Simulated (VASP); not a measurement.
Al, 1 atom in the cell. The typed cell holds 1 atom: a = 2.726 Å, b = 2.744 Å, c = 2.768 Å, α = 109.24°, β = 109.62°, γ = 108.66°. This isn't the form of Al at room conditions, which is fcc. The cell isn't the ideal one: cell strained at random at fixed volume.

```yaml
Program: VASP 6.6.1
Task: relaxation of the atoms
Functional: r2SCANh
Potentials_or_basis: VASP PAW PBE potentials, release 64 (Al)
Cutoff: 520 eV
k_mesh: 6 × 6 × 6
Occupations: methfessel-paxton, width 0.1 eV
Spin: no spin polarisation
Grid_for_exact_exchange_PRECFOCK: Fast
Exchange_at_q_=_0: default
Further_INCAR_settings: ALGO = Normal; EDIFF = 1e-07; IBRION = 2; EDIFFG = -0.005; NSW = 40
```

Potentials or basis: VASP PAW PBE potentials, release 64 (Al).

Run with:

```console
$ cat potpaw_PBE.64/Al/POTCAR > POTCAR
$ cp INCAR.step1 INCAR
$ mpirun -np 1 vasp_std > vasp.out
$ cp INCAR.step2 INCAR
$ mpirun -np 1 vasp_std > vasp.out
```

Hardware: 1 thread of Intel(R) Xeon(R) Platinum 8488C (Sapphire Rapids), on a shared host.

Problem. Estimate the wall time of this run.

Solution. Wall time 3.1 min on 1 thread of Intel(R) Xeon(R) Platinum 8488C (Sapphire Rapids), on a shared host, peak memory 0.14 GiB. Counts: scf iterations 21, k points 112, ion steps 1.
